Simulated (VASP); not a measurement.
Crystal: Au.

```
Au
1.0
     2.90000    0.00000    0.00000
    -1.45000    2.51147    0.00000
     0.00000    0.00000    4.88000
Au
2
Direct
  0.33333 0.66667 0.75000
  0.66667 0.33333 0.25000
```

This isn't the form of Au at room conditions, which is fcc.

* Program: VASP 6.6.1
* Task: relaxation of cell and atoms
* Functional: PBEsol
* Potentials or basis: VASP PAW PBE potentials, release 64 (Au)
* Cutoff: 600 eV
* k mesh: 8 × 8 × 4
* Occupations: methfessel-paxton, width 0.1 eV
* Spin: no spin polarisation

At the start: pressure -5.9 GPa; volume 17.77 Å³/atom.

Problem. How do energy, volume and symmetry change on relaxing?

Solution. Over 11 steps the energy falls by 16.9 meV/atom and the volume is 17.05 Å³/atom (-4.1 %); space group P6_3/mmc (No. 194, to 0.05 Å).

Step by step:
```csv
step,energy change (eV),largest force (eV/Å),pressure (GPa),volume (Å³)
1,0.0000,0.0000,-5.93,35.54
2,0.0319,0.0000,11.22,32.27
3,-0.0280,0.0000,-0.28,34.13
4,-0.0280,0.0000,0.13,34.08
5,-0.0287,0.0000,0.14,34.07
6,-0.0321,0.0000,0.28,34.02
7,-0.0327,0.0000,0.94,33.92
8,-0.0331,0.0000,0.82,33.94
9,-0.0337,0.0000,0.54,33.98
10,-0.0338,0.0000,-0.30,34.16
11,-0.0339,0.0000,0.03,34.09
```

Final structure:
```yaml
crystal:
  lattice:
    - [2.88838, 0.00000, 0.00000]
    - [-1.44419, 2.50141, 0.00000]
    - [0.00000, 0.00000, 4.71849]
  atoms:
    - { symbol: Au, position: [0.33333, 0.66667, 0.75000] }
    - { symbol: Au, position: [0.66667, 0.33333, 0.25000] }
```

Caveat: the PAW data sets were made with another functional, which shifts forces and pressure a little.
